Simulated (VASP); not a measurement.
# Rh (Fm-3m) in VASP: a series of runs, part 2 of 2

VASP 6.6.1. The steps go on from the part before.

### 3 Band structure, SCAN

Contents of INCAR:

```
SYSTEM = Rh
PREC = Accurate
ENCUT = 520
EDIFF = 1E-7
ISMEAR = 0
SIGMA = 0.1
LREAL = Auto
LASPH = .TRUE.
NELM = 80
ALGO = Normal
ISIF = 2
LWAVE = .FALSE.
LCHARG = .FALSE.
LMAXMIX = 4
METAGGA = SCAN
LMIXTAU = .TRUE.
NELMIN = 8
```

Contents of KPOINTS:

```
Automatic mesh
0
G
  12 12 12
  0 0 0
```

Contents of POSCAR:

```
Rh
1.0
    0.0000000000      1.8978500000      1.8978500000
    1.8978500000      0.0000000000      1.8978500000
    1.8978500000      1.8978500000      0.0000000000
Rh
1
Direct
    0.0000000000      0.0000000000      0.0000000000
```

Contents of KPOINTS_OPT:

```
path GXWKGLUWLK,UX
10
line-mode
reciprocal
 0.0000000000  0.0000000000  0.0000000000  G
 0.5000000000  0.0000000000  0.5000000000  X

 0.5000000000  0.0000000000  0.5000000000  X
 0.5000000000  0.2500000000  0.7500000000  W

 0.5000000000  0.2500000000  0.7500000000  W
 0.3750000000  0.3750000000  0.7500000000  K

 0.3750000000  0.3750000000  0.7500000000  K
 0.0000000000  0.0000000000  0.0000000000  G

 0.0000000000  0.0000000000  0.0000000000  G
 0.5000000000  0.5000000000  0.5000000000  L

 0.5000000000  0.5000000000  0.5000000000  L
 0.6250000000  0.2500000000  0.6250000000  U

 0.6250000000  0.2500000000  0.6250000000  U
 0.5000000000  0.2500000000  0.7500000000  W

 0.5000000000  0.2500000000  0.7500000000  W
 0.5000000000  0.5000000000  0.5000000000  L

 0.5000000000  0.5000000000  0.5000000000  L
 0.3750000000  0.3750000000  0.7500000000  K

 0.6250000000  0.2500000000  0.6250000000  U
 0.5000000000  0.0000000000  0.5000000000  X
```

Potentials or basis: VASP PAW PBE potentials, release 54 (Rh_pv).

Started as:

```sh
cat potpaw_PBE.54/Rh_pv/POTCAR > POTCAR
mpirun -np 1 vasp_std > vasp.out
```

OUTCAR:

```text
SYSTEM = Rh
   PREC = Accurate
   ENCUT = 520
   EDIFF = 1E-7
   ISMEAR = 0
   LREAL = Auto
   LASPH = .TRUE.
   NELM = 80
   ISIF = 2
   METAGGA = SCAN
   NELMIN = 8

 ion  position               nearest neighbor table
   1  0.000  0.000  0.000-

  LATTYP: Found a face centered cubic cell.
 ALAT       =     3.7957000000

  Lattice vectors:

 A1 = (   0.0000000000,   1.8978500000,   1.8978500000)
 A2 = (   1.8978500000,   0.0000000000,   1.8978500000)
 A3 = (   1.8978500000,   1.8978500000,   0.0000000000)
[... 765 lines left out ...]
     11      26.5012      0.00000

 [... further k-points ...]

------------------------ aborting loop because EDIFF is reached ----------------------------------------

  FORCE on cell =-STRESS in cart. coord.  units (eV):
  Direction    XX          YY          ZZ          XY          YZ          ZX
  --------------------------------------------------------------------------------------
  -------------------------------------------------------------------------------------
  Total       -0.2443407     -0.2443407     -0.2443407      0.0000000      0.0000000      0.0000000
  in kB      -28.6345752    -28.6345752    -28.6345752      0.0000000      0.0000000      0.0000000
  external PRESSURE =     -28.6345752 kB  Pullay stress =       0.0000000 kB

 VOLUME and BASIS-vectors are now :
 -----------------------------------------------------------------------------
  energy-cutoff  :      520.00
  volume of cell :       13.67
      direct lattice vectors                 reciprocal lattice vectors
     0.000000000  1.897850000  1.897850000    -0.263456016  0.263456016  0.263456016
     1.897850000  0.000000000  1.897850000     0.263456016 -0.263456016  0.263456016
     1.897850000  1.897850000  0.000000000     0.263456016  0.263456016 -0.263456016

 POSITION                                       TOTAL-FORCE (eV/Angst)
 -----------------------------------------------------------------------------------
      0.00000      0.00000      0.00000         0.000000     -0.000000      0.000000
 -----------------------------------------------------------------------------------
    total drift:                                0.000000      0.000000      0.000000

  FREE ENERGIE OF THE ION-ELECTRON SYSTEM (eV)
  ---------------------------------------------------
  free  energy   TOTEN  =       -33.7636175818 eV

  energy  without entropy=      -33.7590088567  energy(sigma->0) =      -33.76131322
```

OSZICAR:

```text
N       E                     dE             d eps       ncg     rms          rms(c)
DAV:   1     0.867443146962E+02    0.86744E+02   -0.96692E+03  1587   0.150E+03
DAV:   2    -0.370463976853E+02   -0.12379E+03   -0.11879E+03  1623   0.400E+02
DAV:   3    -0.385796374054E+02   -0.15332E+01   -0.15292E+01  1830   0.509E+01
[... 29 lines left out ...]
       N       E                     dE             ncg
DAV:   1     0.260622359543E+05   -0.22156E+05      619
DAV:   2     0.227133664229E+05   -0.33489E+04      643
DAV:   3     0.226690812845E+05   -0.44285E+02      700
DAV:   4     0.226687689056E+05   -0.31238E+00      660
DAV:   5     0.226687616763E+05   -0.72293E-02      747
DAV:   6     0.226687614407E+05   -0.23564E-03      726
DAV:   7     0.226687614354E+05   -0.52870E-05      657
DAV:   8     0.226687614351E+05   -0.23365E-06      482
DAV:   9     0.226687614351E+05   -0.95570E-08      353
```

stdout:

```text
POSCAR found type information on POSCAR Rh
 POSCAR found :  1 types and       1 ions
 scaLAPACK will be used
 -----------------------------------------------------------------------------
|                                                                             |
|                                                                             |
|     You have a (more or less) 'small supercell' and for smaller cells       |
|     it is recommended to use the reciprocal-space projection scheme!        |
|     The real-space optimization is not efficient for small cells and it     |
|     is also less accurate ...                                               |
|     Therefore, set LREAL=.FALSE. in the INCAR file.                         |
|                                                                             |
 -----------------------------------------------------------------------------

 -----------------------------------------------------------------------------
|                                                                             |
|                                                                             |
|     You enforced a specific xc type in the INCAR file but a different       |
|     I HOPE YOU KNOW WHAT YOU ARE DOING!                                     |
|                                                                             |
 -----------------------------------------------------------------------------

 LDA part: xc-table for (None), standard interpolation
 POSCAR, INCAR and KPOINTS ok, starting setup
 FFT: planning ... GRIDC
 FFT: planning ... GRID_SOFT
 FFT: planning ... GRID
 WAVECAR not read
 entering main loop
 Start KPOINTS_OPT (optional k-point list driver)
k-point batch [1-72\100]
k-point batch [73-100\100]
```

Run time: 89 s. Hardware: 1 thread of Intel Xeon Platinum 8488C (Sapphire Rapids), shared host; peak memory 0.14 GiB.

What came out:

* Free energy: -33.7636 eV
* Pressure: -2.9 GPa
* Band gap along the path: none (metal or under the smearing width)

Levels at the corners of the path, in eV from the Fermi level:
```csv
point,band 5,band 6,band 7,band 8,band 9,band 10
Γ,-3.26,-3.26,-3.26,-1.11,-1.11,16.65
X,-6.31,0.50,1.05,1.05,3.26,12.86
X,-6.31,0.50,1.05,1.05,3.26,12.86
W,-4.05,-4.05,-1.33,1.05,9.99,9.99
W,-4.05,-4.05,-1.33,1.05,9.99,9.99
K,-5.05,-2.22,-0.79,0.40,8.15,8.97
K,-5.05,-2.22,-0.79,0.40,8.15,8.97
Γ,-3.26,-3.26,-3.26,-1.11,-1.11,16.65
Γ,-3.26,-3.26,-3.26,-1.11,-1.11,16.65
L,-3.36,-3.36,0.58,0.58,0.72,9.04
L,-3.36,-3.36,0.58,0.58,0.72,9.04
U,-5.05,-2.22,-0.79,0.40,8.15,8.97
U,-5.05,-2.22,-0.79,0.40,8.15,8.97
W,-4.05,-4.05,-1.33,1.05,9.99,9.99
W,-4.05,-4.05,-1.33,1.05,9.99,9.99
L,-3.36,-3.36,0.58,0.58,0.72,9.04
L,-3.36,-3.36,0.58,0.58,0.72,9.04
K,-5.05,-2.22,-0.79,0.40,8.15,8.97
U,-5.05,-2.22,-0.79,0.40,8.15,8.97
X,-6.31,0.50,1.05,1.05,3.26,12.86
```

Caveat: the PAW data sets were made with another functional, which shifts forces and pressure a little.

### 4 Equation of state, PBE+D3(BJ), 13.09 Å³/atom (a relaxed cell with its volume scaled by 0.96)

Contents of INCAR:

```
PREC     = Accurate       # precision mode
ENCUT    = 520            # plane-wave cutoff, eV
EDIFF    = 1E-6           # SCF threshold, eV
ISMEAR   = -1             # smearing method
SIGMA    = 0.05           # smearing width, eV
LREAL    = False          # projectors in reciprocal space
LASPH    = True           # aspherical terms in the spheres
NELM     = 60             # most SCF steps
ALGO     = Fast           # electronic algorithm
ISIF     = 2              # what is computed and relaxed
LWAVE    = False          # write WAVECAR
LCHARG   = False          # write CHGCAR
GGA      = PE             # functional
IVDW     = 12             # dispersion correction
```

Contents of KPOINTS:

```
regular mesh
0
Gamma
  10 10 10
```

Contents of POSCAR:

```
Rh                                      
1.0
    0.0000000000      1.8706900286      1.8706900286
    1.8706900286     -0.0000000000      1.8706900286
    1.8706900286      1.8706900286     -0.0000000000
  Rh            
     1
Direct
     0.0000000000000000    0.0000000000000000    0.0000000000000000
```

Potentials or basis: VASP PAW PBE potentials, release 64 (Rh_pv).

Started as:

```sh
cat potpaw_PBE.64/Rh_pv/POTCAR > POTCAR
mpirun -np 1 vasp_std > vasp.out
```

OUTCAR:

```text
PREC = Accurate
   ENCUT = 520
   EDIFF = 1E-6
   ISMEAR = -1
   LREAL = False
   LASPH = True
   NELM = 60
   ISIF = 2
   GGA = PE
   IVDW = 12
 IVDW          = 12

 ion  position               nearest neighbor table
   1  0.000  0.000  0.000-

  LATTYP: Found a face centered cubic cell.
 ALAT       =     3.7413800572

  Lattice vectors:

[... 513 lines left out ...]
      6      11.2830      2.00000
      7      12.0858      2.00000
      8      13.3496      0.00010
      9      14.3040      0.00000
     10      27.5633      0.00000
     11      29.4131      0.00000

 [... further k-points ...]

------------------------ aborting loop because EDIFF is reached ----------------------------------------

 Edisp (eV)   -0.68111

 E8    (eV) :    -0.3059

  FORCE on cell =-STRESS in cart. coord.  units (eV):
  Direction    XX          YY          ZZ          XY          YZ          ZX
  --------------------------------------------------------------------------------------
  -------------------------------------------------------------------------------------
  Total       1.08101     1.08101     1.08101     0.00000    -0.00000     0.00000
  in kB     132.28321   132.28321   132.28321     0.00000    -0.00000     0.00000
  external pressure =      132.28 kB  Pullay stress =        0.00 kB

 VOLUME and BASIS-vectors are now :
 -----------------------------------------------------------------------------
  energy-cutoff  :      520.00
  volume of cell :       13.09
      direct lattice vectors                 reciprocal lattice vectors
     0.000000000  1.870690029  1.870690029    -0.267281053  0.267281053  0.267281053
     1.870690029  0.000000000  1.870690029     0.267281053 -0.267281053  0.267281053
     1.870690029  1.870690029  0.000000000     0.267281053  0.267281053 -0.267281053

 POSITION                                       TOTAL-FORCE (eV/Angst)
 -----------------------------------------------------------------------------------
      0.00000      0.00000      0.00000         0.000000     -0.000000      0.000000
 -----------------------------------------------------------------------------------
    total drift:                                0.000000      0.000000      0.000000

  FREE ENERGIE OF THE ION-ELECTRON SYSTEM (eV)
  ---------------------------------------------------
  free  energy   TOTEN  =        -7.8935385927 eV

  energy  without entropy=       -7.8818970145  energy(sigma->0) =       -7.88771780
```

stdout:

```text
POSCAR found type information on POSCAR Rh
 POSCAR found :  1 types and       1 ions
 scaLAPACK will be used
 LDA part: xc-table for (Slater+PW92), standard interpolation
 POSCAR, INCAR and KPOINTS ok, starting setup
 FFT: planning ... GRIDC
 FFT: planning ... GRID_SOFT
 FFT: planning ... GRID
 WAVECAR not read
 entering main loop
```

Wall time 6.5 s (1 thread of Intel Xeon Platinum 8259CL at 2.50GHz (Skylake/Cascade Lake), shared host); peak memory 0.13 GiB.

Results:

```yaml
Free_energy: -7.8935 eV
Pressure: 13.2 GPa
Band_gap_on_the_k_mesh: none (metal or under the smearing width)
Dispersion_energy_per_atom: -0.681 eV
```

Caveat: pairwise dispersion overbinds metals, which lowers pressure and volume.

### 5 Equation of state, PBE+D3(BJ), 13.37 Å³/atom (a relaxed cell with its volume scaled by 0.98)

INCAR is that of step 4.

KPOINTS is that of step 4.

Contents of POSCAR:

```
Rh                                      
1.0
    0.0000000000      1.8835917468      1.8835917468
    1.8835917468     -0.0000000000      1.8835917468
    1.8835917468      1.8835917468     -0.0000000000
  Rh            
     1
Direct
     0.0000000000000000    0.0000000000000000    0.0000000000000000
```

Started as:

```sh
cat potpaw_PBE.64/Rh_pv/POTCAR > POTCAR
mpirun -np 1 vasp_std > vasp.out
```

Run time: 6.8 s. Hardware: 1 thread of Intel Xeon Platinum 8259CL at 2.50GHz (Skylake/Cascade Lake), shared host; peak memory 0.13 GiB.

Results (log left out):

```
Free energy                : -7.9100 eV
Pressure                   : 6.5 GPa
Band gap on the k mesh     : none (metal or under the smearing width)
Dispersion energy per atom : -0.667 eV
```

Caveat: pairwise dispersion overbinds metals, which lowers pressure and volume.

### 6 Equation of state, PBE+D3(BJ), 13.64 Å³/atom

INCAR is that of step 5.

KPOINTS is that of step 5.

Contents of POSCAR:

```
Rh                                      
1.0
    0.0000000000      1.8963191041      1.8963191041
    1.8963191041     -0.0000000000      1.8963191041
    1.8963191041      1.8963191041     -0.0000000000
  Rh            
     1
Direct
     0.0000000000000000    0.0000000000000000    0.0000000000000000
```

Potentials or basis: VASP PAW PBE potentials, release 64 (Rh_pv).

Started as:

```sh
cat potpaw_PBE.64/Rh_pv/POTCAR > POTCAR
mpirun -np 1 vasp_std > vasp.out
```

It took 6.8 s on 1 thread of Intel Xeon Platinum 8259CL at 2.50GHz (Skylake/Cascade Lake), shared host; peak memory 0.13 GiB.

Results (log left out):

- Free energy: -7.9155 eV
- Pressure: 0.4 GPa
- Band gap on the k mesh: none (metal or under the smearing width)
- Dispersion energy per atom: -0.653 eV

Caveat: pairwise dispersion overbinds metals, which lowers pressure and volume.

### 7 Equation of state, PBE+D3(BJ), 13.91 Å³/atom (a relaxed cell with its volume scaled by 1.02)

INCAR is that of step 6.

KPOINTS is that of step 6.

Contents of POSCAR:

```
Rh                                      
1.0
    0.0000000000      1.9088778748      1.9088778748
    1.9088778748     -0.0000000000      1.9088778748
    1.9088778748      1.9088778748     -0.0000000000
  Rh            
     1
Direct
     0.0000000000000000    0.0000000000000000    0.0000000000000000
```

Started as:

```sh
cat potpaw_PBE.64/Rh_pv/POTCAR > POTCAR
mpirun -np 1 vasp_std > vasp.out
```

It took 6.8 s on 1 thread of Intel Xeon Platinum 8259CL at 2.50GHz (Skylake/Cascade Lake), shared host; peak memory 0.13 GiB.

It converged, with:

```
Free energy                : -7.9114 eV
Pressure                   : -4.9 GPa
Band gap on the k mesh     : none (metal or under the smearing width)
Dispersion energy per atom : -0.639 eV
```

Caveat: pairwise dispersion overbinds metals, which lowers pressure and volume.

### 8 Equation of state, PBE+D3(BJ), 14.18 Å³/atom (a relaxed cell with its volume scaled by 1.04)

INCAR is that of step 7.

KPOINTS is that of step 7.

Contents of POSCAR:

```
Rh                                      
1.0
    0.0000000000      1.9212735330      1.9212735330
    1.9212735330     -0.0000000000      1.9212735330
    1.9212735330      1.9212735330     -0.0000000000
  Rh            
     1
Direct
     0.0000000000000000    0.0000000000000000    0.0000000000000000
```

Started as:

```sh
cat potpaw_PBE.64/Rh_pv/POTCAR > POTCAR
mpirun -np 1 vasp_std > vasp.out
```

Wall time 6.6 s (1 thread of Intel Xeon Platinum 8259CL at 2.50GHz (Skylake/Cascade Lake), shared host); peak memory 0.14 GiB.

Results (log left out):

```
Free energy                : -7.8987 eV
Pressure                   : -9.6 GPa
Band gap on the k mesh     : none (metal or under the smearing width)
Dispersion energy per atom : -0.627 eV
```

Caveat: pairwise dispersion overbinds metals, which lowers pressure and volume.

### 9 Equation of state, PBE+D3(BJ)

This run uses another cell than the first one, of 13.64 Å³/atom, 0.998 times its volume.

Potentials or basis: VASP PAW PBE potentials, release 64 (Rh_pv).

No new run: the results of the series are fitted here.

What came out:

```yaml
Equilibrium_volume: 13.65 Å³/atom
Bulk_modulus: 282 GPa
Pressure_derivative_of_the_bulk_modulus: "5.2 (rough: it moves with the points fitted)"
```

Energy against volume, from the lowest point:
```csv
volume (Å³/atom),energy (meV/atom)
13.093,21.98
13.366,5.54
13.638,0.00
13.911,4.14
14.184,16.78
```

### 10 The reference run

An earlier run on the cell as given: functional PBEsol; potentials or basis VASP PAW PBE potentials, release 64 (Rh_pv); cutoff 520 eV; k mesh 12 × 12 × 12; occupations fermi-dirac, width 0.05 eV; no spin polarisation.

- Pressure: -3.8 GPa
- Band gap on the k mesh: none (metal or under the smearing width)

### 11 Summary

| task | level | potentials or basis | cell | k mesh | cutoff (eV) | smearing | monkhorst-Pack mesh | ladder | other keys | pressure (GPa) |
| --- | --- | --- | --- | --- | --- | --- | --- | --- | --- | --- |
| optical spectrum | TPSS+D3(BJ) | VASP PAW PBE potentials, release 64 (Rh_sv_GW) | Fm-3m, 13.67 Å³/atom | 12 × 12 × 12 | 600 | gaussian 0.05 eV | yes | - | shifted = yes | -10.7 |
| band structure | SCAN | VASP PAW PBE potentials, release 54 (Rh_pv) | Fm-3m, 13.67 Å³/atom | 12 × 12 × 12 | 520 | gaussian 0.1 eV | - | - | NELMIN = 8; LREAL = Auto | -2.9 |
| equation of state | PBE+D3(BJ) | VASP PAW PBE potentials, release 64 (Rh_pv) | Fm-3m, 13.64 Å³/atom | 10 × 10 × 10 | 520 | fermi-dirac 0.05 eV | - | gaps | - | - |
| single point | PBEsol | VASP PAW PBE potentials, release 64 (Rh_pv) | Fm-3m, 13.67 Å³/atom | 12 × 12 × 12 | 520 | fermi-dirac 0.05 eV | - | free | - | -3.8 |

Alike in all rows: no spin polarisation.

Caveats: the PAW data sets were made with another functional, which shifts forces and pressure a little (some runs); spectra need much finer meshes, so this one isn't converged (some runs); independent-particle spectra lack excitons (some runs); the intraband (Drude) part of a metal's response may be missing (some runs); pairwise dispersion overbinds metals, which lowers pressure and volume (some runs).

Total energies depend on the potentials used, so only differences within one code and one set of settings carry meaning.

### 12 How close it comes

Step 9. Against the measured bulk modulus of Rh, 264 GPa (quoted in “Thermal equation of state of rhodium characterized by XRD in a resistively heated diamond anvil cell”, 2024, pmc:11535440), the calculated 282 GPa is off by +6.7 %. The fit is for a static lattice scaled at fixed shape and fixed fractional positions.
